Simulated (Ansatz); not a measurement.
# A series in volume per atom on Sb

Equation of state of a cubic crystal from periodic Kohn-Sham density functional theory without spin; pressure corrected for the finite basis. The results are calculated, by Ansatz 0.2.0 development build.

Cell of the first row (space group Fm-3m, No. 225):
```
Sb
1.0
      0.0000     2.3466     2.3466
      2.3466     0.0000     2.3466
      2.3466     2.3466     0.0000
Sb
1
Direct
  0.00000 0.00000 0.00000
```

Settings of every row: formula Sb; structure type fcc; functional PBE; spin treatment none; k mesh 39x39x39; occupation method fermi-dirac; occupation width 0.061225619 eV; wave cutoff 420 eV; datasets soft-1 PAW; density cutoff ratio 4.

Limits: a cubic model structure, not a phase known at ambient conditions.

| row | volume per atom (Å³) | pressure (GPa) | energy above lowest point (meV/atom) |
| --- | --- | --- | --- |
| 1 | 25.844 | 4.145 | 20.04 |
| 2 | 26.394 | 2.601 | 8.52 |
| 3 | 26.944 | 1.216 | 2.01 |
| 4 | 27.493 | ? | ? |
| 5 | 28.043 | -1.129 | 2.01 |
| 6 | 28.593 | -2.118 | 7.61 |
| 7 | 29.143 | -3.002 | 16.43 |

Question: what pressure should row 4 give?

Worked fit of pressure. Take u = (V_r/V)^(2/3) − 1 with V_r = 27.493 Å³ an atom, which is twice the finite (Eulerian) strain; such expansions in the strain, on which the Birch-Murnaghan equation of state is built, carry the rest volume and the bulk modulus. The shown rows have u = 0.0421, 0.02757, 0.01354, -0.01312, -0.02581, -0.03811. Least squares give pressure = −0.0204 + 87.842 × u + 257.68 × u² + 144 × u³ GPa; a parabola predicts inner rows, each left out in turn, worse (root mean square 0.0034 against 0.0011 GPa). The rows lie off it by 0.000, 0.001, -0.001, 0.000, 0.000, 0.000. The pressure vanishes at u = 0.0002, or V = 27.48 Å³ an atom, and there the bulk modulus at fixed shape and fractions is B = −V dP/dV = (2/3)(1 + u) dP/du = 58.7 GPa. The withheld row has u = 0, so the fit gives −0.0204 + 87.842 × (0) + 257.68 × (0)² + 144 × (0)³ = -0.020 GPa.

The calculation gave -0.022 GPa. The fit lies 0.002 GPa (9.1 % of the value, 0.028 % of the column's range) above it; its largest miss of a shown row is 0.001 GPa.

The other values of row 4: energy above lowest point 0 meV/atom.
